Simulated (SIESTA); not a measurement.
Input of a SIESTA 5.4.2 run:

Contents of CdS.fdf:

```
SystemName                      Greenockite
SystemLabel                     CdS
NumberOfSpecies                 2
NumberOfAtoms                   4
%block ChemicalSpeciesLabel
  1  48 Cd
  2  16 S
%endblock ChemicalSpeciesLabel

LatticeConstant                 1.0 Ang
%block LatticeVectors
     4.1500000000     0.0000000000     0.0000000000
    -2.0750000000     3.5940054257     0.0000000000
     0.0000000000     0.0000000000     6.7370000000
%endblock LatticeVectors
AtomicCoordinatesFormat         Fractional
%block AtomicCoordinatesAndAtomicSpecies
     0.6666666667     0.3333333333     0.5000000000  1  Cd
     0.3333333333     0.6666666667     0.0000000000  1  Cd
     0.6666666667     0.3333333333     0.8750000000  2  S
     0.3333333333     0.6666666667     0.3750000000  2  S
%endblock AtomicCoordinatesAndAtomicSpecies

%block kgrid.MonkhorstPack
    7   0   0  0.0
    0   7   0  0.0
    0   0   4  0.0
%endblock kgrid.MonkhorstPack
XC.Functional                   LDA
XC.Authors                      PW92
PAO.BasisSize                   DZP
PAO.EnergyShift                 0.003 Ry
Mesh.Cutoff                     800 Ry
OccupationFunction              FD
ElectronicTemperature           0.05 eV
MaxSCFIterations                120
SCF.MustConverge                false
SCF.Mixer.Method                Pulay
SCF.Mixer.Weight                0.25
SCF.Mixer.History               8
SCF.DM.Tolerance                5.0e-05
SCF.H.Tolerance                 1.0e-03 eV
WriteForces                     true
Charge.Mulliken                 end
BandLinesScale                  ReciprocalLatticeVectors
%block BandLines
    1    0.000000   0.000000   0.000000  \Gamma
   11    0.500000   0.000000   0.000000  M
    7    0.333333   0.333333   0.000000  K
   13    0.000000   0.000000   0.000000  \Gamma
    6    0.000000   0.000000   0.500000  A
   11    0.500000   0.000000   0.500000  L
    7    0.333333   0.333333   0.500000  H
   13    0.000000   0.000000   0.500000  A
    1    0.500000   0.000000   0.500000  L
    6    0.500000   0.000000   0.000000  M
    1    0.333333   0.333333   0.000000  K
    6    0.333333   0.333333   0.500000  H
%endblock BandLines
%block PAO.Basis
  Cd 5
  n=4 0 2
    2.630 0.000
  n=5 0 2
    7.445 0.000
  n=4 1 2
    2.973 0.000
  n=5 1 1
    7.445
  n=4 2 2
    4.594 0.000
%endblock PAO.Basis
```

Potentials or basis: PseudoDojo 0.4 standard (LDA files), DZP (energy shift 0.003 Ry; two zetas on semicore shells).

The run is started by

```bash
$ siesta CdS.fdf > CdS.out 2>&1
```

(1) What does it give for the largest force?

(2) Predict the band gap on the k mesh.

(3) Estimate the band gap along the path.

(4) What does it give for the pressure?

Results:

(1) 0.069 eV/Å.

(2) 1.14 eV, direct.

(3) 1.14 eV, direct.

(4) -3.0 GPa.

Caveat: the basis of atomic orbitals isn't converged, which shifts pressures, moduli and gaps.

**Measured values to compare with.**

“Isotope dependence of band-gap energy”, 2008, arxiv:0807.2152 quotes, for a bulk crystal of CdS: band gap 2.5809 ± 0.0002 eV.

Against the measured gap of CdS, 2.5809 eV (quoted in “Isotope dependence of band-gap energy”, 2008, arxiv:0807.2152), the calculated 1.14 eV is off by -1.44 eV. So large a miss can be the level of theory's own, or it may mean another phase, state or a wrong row. Spin-orbit coupling on Cd is left out. The value is that of LDA in an atomic basis (PseudoDojo 0.4 standard (LDA files), DZP (energy shift 0.003 Ry; two zetas on semicore shells)), whose error adds to the functional's,, without temperature or zero-point motion. Semilocal functionals fall short of measured gaps as a rule.
